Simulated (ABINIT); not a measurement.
# Si (P6/mmm) in ABINIT: settings compared

Aim: see how the results for Si move with the level of theory and the settings. Levels: LDA, PBEsol, BLYP. Tasks: band structure.

Everything below comes from runs of ABINIT 10.8.3 (patched build). Logs are shortened: lines on timing, memory, paths and dates and some standing lists are left out, and cuts for length are marked. The log counts tension as positive stress, the text compression.

## (1) The crystal as given

It takes space group P6/mmm (No. 191, hexagonal). The conventional cell has a = 2.621 Å, b = 2.621 Å, c = 2.466 Å, α = 90.00°, β = 90.00°, γ = 120.00°. Si (site symmetry 6/mmm) is surrounded by 8 Si at 2.47 to 2.62 Å.

This isn't the form of Si at room conditions, which is diamond.

## (2) Band structure, LDA

Contents of run.abi:

```
ndtset 2

pp_dirpath "./"
pseudos "Si.GGA_PBE-JTH.xml"

acell 4.952108218 4.9521082181 4.6607343234
rprim
     1.0000000000     0.0000000000     0.0000000000
    -0.5000000000     0.8660254038     0.0000000000
     0.0000000000     0.0000000000     1.0000000000
ntypat 1
znucl 14
natom 1
typat 1
xcart
     0.0000000000     0.0000000000     0.0000000000 Angstrom

ecut 18.0
pawecutdg 36.0

ixc 7

occopt 3
tsmear 0.00183747

nstep 100

iomode 3
prtwf 0
prteig 0
prtebands 0
enunit 1
prtden1 1

kptopt1 1
ngkpt1 12 12 11
nshiftk1 1
shiftk1 0.0 0.0 0.0
nband1 6
tolvrs1 1.0e-9

iscf2 -2
getden2 1
nband2 12
nbdbuf2 4
tolwfr2 1.0e-11
kptopt2 -7
ndivsm2 5
prteig2 1
prtvol2 -3
kptbounds2
     0.0000000000     0.0000000000     0.0000000000
     0.5000000000     0.0000000000     0.0000000000
     0.3333333333     0.3333333333     0.0000000000
     0.0000000000     0.0000000000     0.0000000000
     0.0000000000     0.0000000000     0.5000000000
     0.5000000000     0.0000000000     0.5000000000
     0.3333333333     0.3333333333     0.5000000000
     0.0000000000     0.0000000000     0.5000000000
```

Potentials or basis: JTH PAW PBE v2.0.

On the command line:

```sh
$ abinit run.abi > log 2>&1
```

run.abo:

```text
.Version 10.8.3 of ABINIT
 DATASET    1 : space group P6/m m m (#191); Bravais hP (primitive hexag.)
================================================================================
 Values of the parameters that define the memory need for DATASET  1.
     intxc =       0    ionmov =       0      iscf =      17    lmnmax =       8
     lnmax =       4     mgfft =      20  mpssoang =       2    mqgrid =    3001
     natom =       1  nloc_mem =       2    nspden =       1   nspinor =       1
    nsppol =       1      nsym =      24    n1xccc =       1    ntypat =       1
    occopt =       3   xclevel =       1
       mpw =         375          nfft =        7200          nkpt =         114
 PAW method is used; the additional fine FFT grid is defined by:
   mgfftf=        30    nfftf =     24300
================================================================================
================================================================================

 DATASET    2 : space group P6/m m m (#191); Bravais hP (primitive hexag.)
================================================================================
 Values of the parameters that define the memory need for DATASET  2.
     intxc =       0    ionmov =       0      iscf =      -2    lmnmax =       8
     lnmax =       4     mgfft =      20  mpssoang =       2    mqgrid =    3001
     natom =       1  nloc_mem =       2    nspden =       1   nspinor =       1
    nsppol =       1      nsym =      24    n1xccc =       1    ntypat =       1
    occopt =       3   xclevel =       1
       mpw =         377          nfft =        7200          nkpt =          57
 PAW method is used; the additional fine FFT grid is defined by:
   mgfftf=        30    nfftf =     24300
================================================================================
================================================================================

--------------------------------------------------------------------------------
------------- Echo of variables that govern the present computation ------------
--------------------------------------------------------------------------------
 -outvars: echo values of preprocessed input variables --------
            acell      4.9521082180E+00  4.9521082181E+00  4.6607343234E+00 Bohr
              amu      2.80855000E+01
             ecut      1.80000000E+01 Hartree
           enunit           1
           getden1          0
           getden2          1
             iscf1         17
             iscf2         -2
              ixc           7
           jdtset        1    2
           kptopt1          1
           kptopt2         -7
         kptrlatt       12    0    0      0   12    0      0    0   11
          kptrlen1     5.12680776E+01
          kptrlen2     3.00000000E+01
            natom           1
            nband1          6
            nband2         12
           nbdbuf1          0
           nbdbuf2          4
           ndtset           2
           ndivsm1          0
           ndivsm2          5
            ngfft          20      20      18
          ngfftdg          30      30      27
             nkpt1        114
             nkpt2         57
            nstep         100
             nsym          24
           ntypat           1
           occopt           3
        pawecutdg      3.60000000E+01 Hartree
        prtebands           0
           prteig1          0
           prteig2          1
           prtvol1          0
           prtvol2         -3
            prtwf           0
            rprim      1.0000000000E+00  0.0000000000E+00  0.0000000000E+00
                      -5.0000000000E-01  8.6602540380E-01  0.0000000000E+00
                       0.0000000000E+00  0.0000000000E+00  1.0000000000E+00
           shiftk1     0.00000000E+00  0.00000000E+00  0.00000000E+00
           shiftk2     5.00000000E-01  5.00000000E-01  5.00000000E-01
          spgroup         191
           tolvrs1     1.00000000E-09
           tolvrs2     0.00000000E+00
           tolwfr1     0.00000000E+00
           tolwfr2     1.00000000E-11
           tsmear      1.83747000E-03 Hartree
            typat      1
           useylm           1
            znucl       14.00000

================================================================================

[... 202 lines left out ...]
 Unit cell volume ucvol=  9.8984053E+01 bohr^3
 Angles (23,13,12)=  9.00000000E+01  9.00000000E+01  1.20000000E+02 degrees

 Coarse grid specifications (used for wave-functions):

 getcut: wavevector=  0.0000  0.0000  0.0000  ngfft=  20  20  18
         ecut(hartree)=     18.000   => boxcut(ratio)=   2.02217

 Fine grid specifications (used for densities):

 getcut: wavevector=  0.0000  0.0000  0.0000  ngfft=  30  30  27
         ecut(hartree)=     36.000   => boxcut(ratio)=   2.06539
--------------------------------------------------------------------------------

================================================================================
 Non-SCF case, kpt    1 (  0.00000  0.00000  0.00000), residuals and eigenvalues=
  4.96E-12  8.21E-13  2.69E-12  4.21E-12  3.43E-12  1.01E-12  3.25E-12  4.80E-12
  3.56E-12  1.01E-10  1.21E-07  4.66E-05
 -1.9594E-01  6.0923E-01  6.1446E-01  6.9915E-01  6.9915E-01  7.8603E-01
  7.8603E-01  9.7226E-01  1.0327E+00  1.3384E+00  1.3384E+00  1.6343E+00
 Non-SCF case, kpt    2 (  0.05556  0.00000  0.00000), residuals and eigenvalues=
  3.99E-12  6.54E-12  1.39E-12  1.97E-12  2.52E-12  4.85E-12  9.57E-12  9.83E-12
  1.06E-11  1.17E-08  6.37E-08  4.44E-04
 -1.9276E-01  5.9479E-01  6.1716E-01  6.7827E-01  6.8142E-01  7.8299E-01
  8.1267E-01  1.0082E+00  1.0441E+00  1.3189E+00  1.3333E+00  1.6396E+00
 Non-SCF case, kpt    3 (  0.11111  0.00000  0.00000), residuals and eigenvalues=
[... 260 lines left out ...]
  5.26E-12  5.45E-12  6.32E-12  7.12E-12  8.36E-12  1.13E-12  3.58E-12  9.32E-12
  7.25E-10  1.35E-10  8.22E-10  2.91E-08
 -2.9795E-03  7.1834E-02  7.3506E-01  7.3859E-01  8.2059E-01  9.0170E-01
  9.1123E-01  9.5832E-01  1.1313E+00  1.1393E+00  1.2330E+00  1.2371E+00
 Non-SCF case, kpt   56 (  0.03333  0.03333  0.50000), residuals and eigenvalues=
  1.94E-12  4.72E-12  6.22E-12  4.50E-12  6.14E-12  6.93E-12  7.26E-12  9.79E-12
  1.20E-10  1.10E-11  4.75E-11  1.80E-10
 -1.3208E-02  6.2287E-02  7.9508E-01  7.9799E-01  8.9832E-01  8.9928E-01
  9.1943E-01  9.3707E-01  1.0846E+00  1.1572E+00  1.1751E+00  1.1970E+00
 Non-SCF case, kpt   57 (  0.00000  0.00000  0.50000), residuals and eigenvalues=
  8.45E-12  1.99E-12  5.85E-12  6.81E-12  2.22E-12  4.42E-12  2.51E-12  6.70E-12
  1.86E-11  1.64E-11  5.97E-09  8.54E-12
 -1.6624E-02  5.9098E-02  8.2912E-01  8.2912E-01  8.9183E-01  8.9183E-01
  9.4829E-01  9.4829E-01  1.0433E+00  1.1238E+00  1.1844E+00  1.2142E+00

--- !ResultsGS
iteration_state: {dtset: 2, }
comment   : Summary of ground state results
lattice_vectors:
- [  4.9521082,   0.0000000,   0.0000000, ]
- [ -2.4760541,   4.2886515,   0.0000000, ]
- [  0.0000000,   0.0000000,   4.6607343, ]
lattice_lengths: [   4.95211,    4.95211,    4.66073, ]
lattice_angles: [ 90.000,  90.000, 120.000, ] # degrees, (23, 13, 12)
lattice_volume:   9.8984053E+01
convergence: {deltae:  0.000E+00, res2:  0.000E+00, residm:  9.981E-12, diffor:  0.000E+00, }
etotal    :  -4.00838186E+00
entropy   :   0.00000000E+00
fermie    :   3.22369876E-01
cartesian_stress_tensor: null
pressure_GPa: null
xred      :
- [  0.0000E+00,   0.0000E+00,   0.0000E+00, Si]
cartesian_forces: null
force_length_stats: {min: null, max: null, mean: null, }
...

 Integrated electronic density in atomic spheres:
 ------------------------------------------------
 Atom  Sphere_radius  Integrated_density
    1        1.90945          1.51933610

================================================================================

 ----iterations are completed or convergence reached----

 Mean square residual over all n,k,spin=   50.718E-13; max=  99.806E-13
 reduced coordinates (array xred) for    1 atoms
       0.000000000000      0.000000000000      0.000000000000

 cartesian coordinates (angstrom) at end:
    1      0.00000000000000     0.00000000000000     0.00000000000000
 length scales=  4.952108218000  4.952108218100  4.660734323400 bohr
              =  2.620542813113  2.620542813166  2.466354388343 angstroms
 Eigenvalues (   eV  ) for nkpt=  57  k points:
 kpt#   1, nband= 12, wtk=  1.00000, kpt=  0.0000  0.0000  0.0000 (reduced coord)
  -5.33188   16.57804   16.72027   19.02492   19.02492   21.38895   21.38895   26.45662
  28.10158   36.41983   36.41983   44.47285
 kpt#   2, nband= 12, wtk=  1.00000, kpt=  0.0556  0.0000  0.0000 (reduced coord)
  -5.24518   16.18493   16.79376   18.45668   18.54241   21.30637   22.11396   27.43418
  28.41176   35.88893   36.28030   44.61690
 kpt#   3, nband= 12, wtk=  1.00000, kpt=  0.1111  0.0000  0.0000 (reduced coord)
  -4.98540   14.85610   17.01392   17.48996   17.86250   21.23777   23.55014   28.96720
  29.92197   34.58786   35.90749   42.56179
 kpt#   4, nband= 12, wtk=  1.00000, kpt=  0.1667  0.0000  0.0000 (reduced coord)
  -4.55353   12.91370   16.56253   17.36534   17.37963   21.35771   25.25651   30.01846
  32.70569   32.93777   35.40219   40.50597
 kpt#   5, nband= 12, wtk=  1.00000, kpt=  0.2222  0.0000  0.0000 (reduced coord)
  -3.95083   10.81545   15.75424   16.90146   17.88852   21.73081   27.14649   31.00379
  31.17474   34.86180   35.74390   38.72538
 kpt#   6, nband= 12, wtk=  1.00000, kpt=  0.2778  0.0000  0.0000 (reduced coord)
  -3.17952    8.74314   15.08516   16.45558   18.53564   22.34947   29.18608   29.41794
[... 140 lines left out ...]
   1.02469    2.98358   16.22703   16.85947   18.28764   21.28854   25.74383   27.97488
  31.06719   32.46737   36.78748   39.62079
 kpt#  54, nband= 12, wtk=  1.00000, kpt=  0.1000  0.1000  0.5000 (reduced coord)
   0.38105    2.38557   18.09910   18.47186   20.23954   23.03114   25.20746   27.04670
  30.76410   31.65883   35.01953   36.46129
 kpt#  55, nband= 12, wtk=  1.00000, kpt=  0.0667  0.0667  0.5000 (reduced coord)
  -0.08108    1.95470   20.00211   20.09796   22.32944   24.53658   24.79584   26.07709
  30.78369   31.00135   33.55070   33.66197
 kpt#  56, nband= 12, wtk=  1.00000, kpt=  0.0333  0.0333  0.5000 (reduced coord)
  -0.35942    1.69492   21.63520   21.71452   24.44451   24.47053   25.01909   25.49894
  29.51460   31.48833   31.97740   32.57193
 kpt#  57, nband= 12, wtk=  1.00000, kpt=  0.0000  0.0000  0.5000 (reduced coord)
  -0.45236    1.60815   22.56163   22.56163   24.26784   24.26784   25.80439   25.80439
  28.39088   30.58148   32.22851   33.03996

== END DATASET(S) ==============================================================
================================================================================

 -outvars: echo values of variables after computation  --------
            acell      4.9521082180E+00  4.9521082181E+00  4.6607343234E+00 Bohr
           etotal1    -4.0083818633E+00
            fcart1    -0.0000000000E+00 -0.0000000000E+00 -0.0000000000E+00
            rprim      1.0000000000E+00  0.0000000000E+00  0.0000000000E+00
                      -5.0000000000E-01  8.6602540380E-01  0.0000000000E+00
                       0.0000000000E+00  0.0000000000E+00  1.0000000000E+00
           strten1     6.6823058524E-05  6.6823058371E-05 -7.3484094816E-05
                       0.0000000000E+00  0.0000000000E+00  2.3303912232E-14
 Calculation completed.
```

Run time: 8.2 s. Hardware: 1 thread of Arm Neoverse V1, shared host; peak memory 0.09 GiB.

Results:

```
Free energy                                           : -109.0736 eV
Pressure                                              : -0.6 GPa
Band gap on the k mesh                                : none (metal or under the smearing width)
Valence electrons inside the program's atomic spheres : Si 1.52 (radii [1.0104] Å)
```

Levels at the corners of the path, in eV from the Fermi level:
```csv
point,band 1,band 2,band 3,band 4,band 5,band 6,band 7
Γ,-14.10,7.81,7.95,10.25,10.25,12.62,12.62
M,-7.62,-6.77,5.12,6.74,12.74,15.55,17.28
K,-5.72,-4.53,-4.53,13.73,15.92,17.76,17.76
Γ,-14.10,7.81,7.95,10.25,10.25,12.62,12.62
A,-9.22,-7.16,13.79,13.79,15.50,15.50,17.03
L,-2.91,-2.08,-1.91,1.58,8.73,12.63,12.75
H,-1.00,-0.75,-0.75,0.94,3.94,3.94,23.19
A,-9.22,-7.16,13.79,13.79,15.50,15.50,17.03
```

Caveat: the PAW data sets were made with another functional, which shifts forces and pressure a little.

## (3) Band structure, PBEsol

run.abi: that of step 2 with these lines changed.

```diff
@@ -19,4 +19,5 @@
 pawecutdg 36.0
+pawxcdev 0
 
-ixc 7
+ixc -116133
```

Potentials or basis: JTH PAW PBE v2.0.

On the command line:

```sh
$ abinit run.abi > log 2>&1
```

Wall time 11 s (1 thread of Arm Neoverse V1, shared host); peak memory 0.1 GiB.

Results (log left out):

| Property | Result |
| --- | --- |
| Free energy | -108.1317 eV |
| Pressure | 0.6 GPa |
| Band gap on the k mesh | none (metal or under the smearing width) |
| Valence electrons inside the program's atomic spheres | Si 1.50 (radii [1.0104] Å) |

Stress tensor (GPa, compression positive):
```
-0.91  0.00  0.00
 0.00 -0.91  0.00
 0.00  0.00  3.49
```

Levels at the corners of the path, in eV from the Fermi level:
| point | band 1 | band 2 | band 3 | band 4 | band 5 | band 6 |
| --- | --- | --- | --- | --- | --- | --- |
| Γ | -14.13 | 7.75 | 8.00 | 10.37 | 10.37 | 12.57 |
| M | -7.61 | -6.81 | 5.16 | 6.68 | 12.88 | 15.50 |
| K | -5.68 | -4.58 | -4.58 | 13.90 | 15.93 | 17.71 |
| Γ | -14.13 | 7.75 | 8.00 | 10.37 | 10.37 | 12.57 |
| A | -9.21 | -7.22 | 13.99 | 13.99 | 15.47 | 15.47 |
| L | -2.92 | -2.09 | -1.85 | 1.48 | 8.83 | 12.66 |
| H | -1.00 | -0.76 | -0.76 | 1.07 | 3.83 | 3.83 |
| A | -9.21 | -7.22 | 13.99 | 13.99 | 15.47 | 15.47 |

Caveat: the PAW data sets were made with another functional, which shifts forces and pressure a little.

## (4) Band structure, BLYP

run.abi: that of step 3 with these lines changed.

```diff
@@ -21,3 +21,3 @@
 
-ixc -116133
+ixc -106131
```

On the command line:

```sh
$ abinit run.abi > log 2>&1
```

Wall time 10 s (1 thread of Arm Neoverse V1, shared host); peak memory 0.1 GiB.

Results (log left out):

* Free energy: -107.1185 eV
* Pressure: 10.7 GPa
* Band gap on the k mesh: none (metal or under the smearing width)
* Valence electrons inside the program's atomic spheres: Si 1.54 (radii [1.0104] Å)

Stress tensor (GPa, compression positive):
```
 9.72  0.00  0.00
 0.00  9.72  0.00
 0.00  0.00 12.61
```

Levels at the corners of the path, in eV from the Fermi level:
| point | band 1 | band 2 | band 3 | band 4 | band 5 |
| --- | --- | --- | --- | --- | --- |
| Γ | -14.05 | 7.71 | 8.00 | 10.22 | 10.22 |
| M | -7.66 | -6.64 | 5.13 | 6.77 | 12.72 |
| K | -5.83 | -4.41 | -4.41 | 13.69 | 15.77 |
| Γ | -14.05 | 7.71 | 8.00 | 10.22 | 10.22 |
| A | -9.27 | -7.00 | 13.73 | 13.73 | 15.46 |
| L | -2.92 | -2.10 | -1.99 | 1.96 | 8.67 |
| H | -1.08 | -0.76 | -0.76 | 0.83 | 4.30 |
| A | -9.27 | -7.00 | 13.73 | 13.73 | 15.46 |

Caveat: the PAW data sets were made with another functional, which shifts forces and pressure a little.

## (5) Overview

```tsv
level	gap on the mesh (eV)	pressure (GPa)
LDA	none	-0.6
PBEsol	none	0.6
BLYP	none	10.7
```

Alike in all rows: task band structure; potentials or basis JTH PAW PBE v2.0; no spin polarisation; cell as given; k mesh 12 × 12 × 11; cutoff (eV) 490; smearing fermi-dirac 0.05 eV.

Every run on the cell as given and a fine mesh finds a metal. The pressure there spans -0.6 GPa (LDA) to 10.7 GPa (BLYP); a positive pressure means that this level wants a larger cell, a negative one a smaller.

Caveats: the PAW data sets were made with another functional, which shifts forces and pressure a little.

Absolute energies hang on the potentials; compare differences alone.
